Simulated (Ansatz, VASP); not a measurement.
**One calculation of InAs, two programs**

```
In As
1.0
     0.00000    2.87730    2.87730
     2.87730    0.00000    2.87730
     2.87730    2.87730    0.00000
In As
1 1
Direct
  0.50000 0.50000 0.50000
  0.00000 0.00000 0.00000
```

Alike in both runs: functional LDA; k mesh 8 × 8 × 8; occupations fermi-dirac, width 0.05 eV; no spin polarisation.

|  | VASP | Ansatz |
| --- | --- | --- |
| version | VASP 6.6.1 | Ansatz 0.2.0 |
| potentials or method | VASP PAW LDA potentials, release 64 (In_d, As), cutoff 520 eV | all-electron LAPW, scalar-relativistic |
| task | single point | band structure |

|  | VASP | Ansatz | Ansatz less VASP |
| --- | --- | --- | --- |
| gap on the k mesh at the Fermi level (eV) | none | none | - |
| pressure (GPa) | -4.8 | -5.0 | -0.20 |

A gap of «none» marks a metal or a gap that the smearing closes. Ansatz ran all-electron here, so the differences hold the error of VASP's frozen core and of both bases.

Caveats: spin-orbit coupling is left out, which moves the levels of the heavy elements (Ansatz).
